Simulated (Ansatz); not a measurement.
Here is the system:

ZrO$_{2}$ (baddeleyite type, space group P2_1/c)

```
ZrO2
1.0
    5.18930     0.00000     0.00000
    0.00000     5.24180     0.00000
   -0.90344     0.00000     5.30261
Zr O
4 8
Direct
  0.27571   0.04384   0.21016
  0.72429   0.54384   0.28984
  0.72429   0.95616   0.78984
  0.27571   0.45616   0.71016
  0.06488   0.32613   0.35022
  0.93512   0.82613   0.14978
  0.93512   0.67387   0.64978
  0.06488   0.17387   0.85022
  0.45109   0.75674   0.47528
  0.54891   0.25674   0.02472
  0.54891   0.24326   0.52472
  0.45109   0.74326   0.97528
```

The atoms are displaced by Q × the pattern below (from a DFPT mode at Γ, largest move 1; Q in Å), at fixed cell.

| atom | x | y | z |
|---|---|---|---|
| Zr1 | -0.710 | -0.021 | -0.704 |
| Zr2 | 0.710 | -0.021 | 0.704 |
| Zr3 | -0.710 | -0.021 | -0.704 |
| Zr4 | 0.710 | -0.021 | 0.704 |
| O5 | 0.206 | 0.059 | 0.240 |
| O6 | -0.206 | 0.059 | -0.240 |
| O7 | 0.206 | 0.059 | 0.240 |
| O8 | -0.206 | 0.059 | -0.240 |
| O9 | 0.039 | 0.060 | 0.007 |
| O10 | -0.039 | 0.060 | -0.007 |
| O11 | 0.039 | 0.060 | 0.007 |
| O12 | -0.039 | 0.060 | -0.007 |

These are PBE (plane waves to 420 eV, PAW, scalar-relativistic; Ansatz, a program for electronic structure) values and carry that method's errors. k mesh 5×5×5 (Γ-centred), Fermi-Dirac smearing 0.05 eV. The energy includes the smearing's −TS. The PAW data are Ansatz's earlier set. ZrO2 is run without spin polarisation. ZrO2 was relaxed with its symmetry unable to fall. ΔE is measured from the undisplaced structure.

The scan covers Q from -0.100 to 0.100 Å in 13 points.

Q: Is the energy the same for equal positive and negative displacements?

A: Even: the same for both signs.

Q: Is this a single well or a double well?

A: A single well with its minimum at or next to zero displacement.

Q: What is the energy change at Q = 0.100 Å?

A: 186.2 meV/cell.

Q: What harmonic wavenumber does the curvature at Q = 0 give?

A: 165 cm⁻¹.

(A displaced cell: forces are minus the slopes of the energy, force constants its curvatures, and phonons follow from these.)
